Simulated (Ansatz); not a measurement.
Chalcopyrite CuInS2 was calculated with HSE06 in Ansatz (PAW).

The run printed, among other lines:

```
WARN output.stress: scf.exx.energy_threshold = 1e-6 eV is looser than the 8e-8 eV advised for a stress under a hybrid functional (1e-8 eV for each atom of the …
Crystal: 8 atoms, lattice volume = 169.784 Å³
Basis set: ecut = 460 eV, 3795 PW (Γ), exchange–correlation on 96×96×96 points (8 copies of the dense FFT grid, shifted against one another)
Bands: 53, of which v1, the nominal top of the filled ones, is band 44 counted from 1 (43 counted from 0)
Symmetry: 8 space group operations
Space group: I-42d (ITA 122), of the structure as read, at distance tolerance 5.5e-5 Å
k-points: 30 of 216 (time reversal used)
SCF iter   1: F=—  HF=-28058.143754 eV  |F-HF|=—  |Δ(HF+E_count)|=         —  Δρ=1.07e-3  dr2=2.24e-3
SCF iter   2: F=—  HF=-28058.144236 eV  |F-HF|=—  |Δ(HF+E_count)|=   4.81e-4  Δρ=3.18e-4  dr2=1.60e-4
  ...
Crystal: 8 atoms, lattice volume = 169.784 Å³
Initial density: handed on by an earlier stage of this run
Crystal: 8 atoms, lattice volume = 169.784 Å³
SCF 3 converged in 6 iterations: F = -28066.964984 eV  dr2 = 1.87e-10
Crystal: 8 atoms, lattice volume = 169.784 Å³
SCF iter   2: F=—  HF=-28066.964984 eV  |F-HF|=—  |Δ(HF+E_count)|=  1.24e-10  Δρ=9.38e-7  dr2=1.08e-9
SCF iter   3: F=-28066.964984 eV  HF=-28066.964984 eV  |F-HF|=4.07e-10  |Δ(HF+E_count)|=   2.59e-9  Δρ=6.15e-7  dr2=4.75e-10
SCF 4 converged in 3 iterations: F = -28066.964984 eV  dr2 = 4.75e-10
Free energy (F): -28066.964984 eV
Internal energy: -28066.964984 eV  (E = F + TS)
E sigma→0 (E₀):  -28066.964984 eV
Fermi energy:    7.870306 eV
--- Forces (eV/Å), atoms counted from 1 ---
  atom   1  In    -0.00000000     0.00000000     0.00000000
  atom   2  In    -0.00000000     0.00000000    -0.00000000
  atom   3  Cu    -0.00000000     0.00000000    -0.00000000
  atom   4  Cu    -0.00000000     0.00000000     0.00000000
  atom   5  S      0.07653321     0.00000000    -0.00000000
  atom   6  S     -0.00000000    -0.07653321    -0.00000000
  atom   7  S     -0.07653321     0.00000000     0.00000000
  atom   8  S     -0.00000000     0.07653321     0.00000000
--- Stress (GPa, compression-positive) ---
        1.167608      -0.000000      -0.000000
       -0.000000       1.167608       0.000000
       -0.000000       0.000000       1.149570
  P = ⅓ Tr σ = 1.1616 GPa (11.616 kbar)
```

Q: Write an input file that produces this run.

A: This is not unique; one that fits is 
Ansatz 0.2 input:
```yaml
crystal:
  lattice:
    - [-2.761395, 2.761395, 5.566475]
    - [2.761395, -2.761395, 5.566475]
    - [2.761395, 2.761395, -5.566475]
  atoms:
    - { symbol: In, position: [0.5, 0.5, 0.0] }
    - { symbol: In, position: [0.25, 0.75, 0.5] }
    - { symbol: Cu, position: [0.0, 0.0, 0.0] }
    - { symbol: Cu, position: [0.75, 0.25, 0.5] }
    - { symbol: S, position: [0.875, 0.89554, 0.52054] }
    - { symbol: S, position: [0.10446, 0.625, 0.97946] }
    - { symbol: S, position: [0.375, 0.35446, 0.47946] }
    - { symbol: S, position: [0.64554, 0.125, 0.02054] }
basis:
  ecutwfc: 460
  ecutrho_ratio: 4
  xc_grid: 2
kpoints:
  mp_grid: { grid: [6, 6, 6] }
hamiltonian:
  xc: hse06
  dispersion: none
  pseudopotentials: { kind: paw }
scf:
  occupations: { method: fermi_dirac, width: 0.01 }
  convergence: { dr2_threshold: 0.0000000008 }
output:
  forces: true
  stress: true
  eigenvalues: true
```

The PAW data were made under PBE.

Note: cell and atoms aren't relaxed at this level (largest force 0.08 eV/Å, pressure 1.2 GPa).

The result took around 27 core-minutes (rough).

Ansatz is a first-principles code.
